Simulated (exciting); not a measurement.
Two BSE runs for the I L₃ edge of AgI, space group F-43m. Run A: exciting, all-electron LAPW+lo, PBE, exchange and screened direct term (singlet BSE), 4×4×4 shifted k points, 25 conduction bands, |G+q| up to 3 bohr⁻¹ (2 in the exchange term), full RPA screening with nempty = 50, Lorentzian half width 1.54 eV. Run B has a fault in its input.

Energy from the Kohn–Sham onset, core level to the lowest empty state found on the meshes used; one zero for both, scaled to A's maximum:

```
E (eV)     A     B
 -11.5  0.02  0.00
 -11.0  0.03  0.01
 -10.5  0.03  0.01
 -10.0  0.03  0.01
  -9.5  0.03  0.01
  -9.0  0.03  0.01
  -8.5  0.03  0.01
  -8.0  0.04  0.01
  -7.5  0.04  0.01
  -7.0  0.04  0.01
  -6.5  0.05  0.01
  -6.0  0.05  0.01
  -5.5  0.06  0.01
  -5.0  0.06  0.02
  -4.5  0.07  0.02
  -4.0  0.08  0.02
  -3.5  0.09  0.03
  -3.0  0.10  0.03
  -2.5  0.11  0.04
  -2.0  0.14  0.05
  -1.5  0.16  0.06
  -1.0  0.20  0.08
  -0.5  0.25  0.10
   0.0  0.32  0.14
   0.5  0.39  0.17
   1.0  0.47  0.20
   1.5  0.54  0.23
   2.0  0.60  0.25
   2.5  0.65  0.25
   3.0  0.70  0.25
   3.5  0.74  0.25
   4.0  0.76  0.23
   4.5  0.76  0.21
   5.0  0.76  0.17
   5.5  0.76  0.14
   6.0  0.78  0.11
   6.5  0.82  0.08
   7.0  0.86  0.06
   7.5  0.90  0.05
   8.0  0.94  0.04
   8.5  0.98  0.03
   9.0  1.00  0.03
   9.5  1.00  0.02
  10.0  0.97  0.02
  10.5  0.94  0.02
  11.0  0.91  0.01
  11.5  0.88  0.01
  12.0  0.85  0.01
  12.5  0.83  0.01
  13.0  0.80  0.01
  13.5  0.77  0.01
  14.0  0.74  0.01
  14.5  0.72  0.01
  15.0  0.72  0.01
  15.5  0.71  0.01
  16.0  0.72  0.01
  16.5  0.72  0.01
  17.0  0.73  0.00
  17.5  0.72  0.00
  18.0  0.70  0.00
  18.5  0.67  0.00
  19.0  0.64  0.00
  19.5  0.62  0.00
  20.0  0.62  0.00
  20.5  0.64  0.00
  21.0  0.66  0.00
```

The database entry behind the starting cell differs from later determinations by our own check (about 0.3 % short), so it need not match the best structure at ambient conditions.

What most likely went wrong in run B?

Far too few conduction bands in the BSE (conduction bands from 25 to 3). Against run A the r.m.s. difference is 92 %. The highest maximum lies at 2.9 eV (0.25), against 9.1 eV (1.00). Transitions to the missing bands are absent and can't mix into the lines that are left. Other settings could leave a like mark; this is the change that was made.

[Banner, clock and machine lines of the logs are left out without a mark of their own.]

[Logs are printed without paths, hosts, clocks, repeated set-up lines and the standing remarks that a program may print on its own settings, such as how far it seeks lower states.]

[Hosts, paths, dates, database ids (printed as entryN), source tags and the programs' standing remarks are cut or masked in the printed files.]
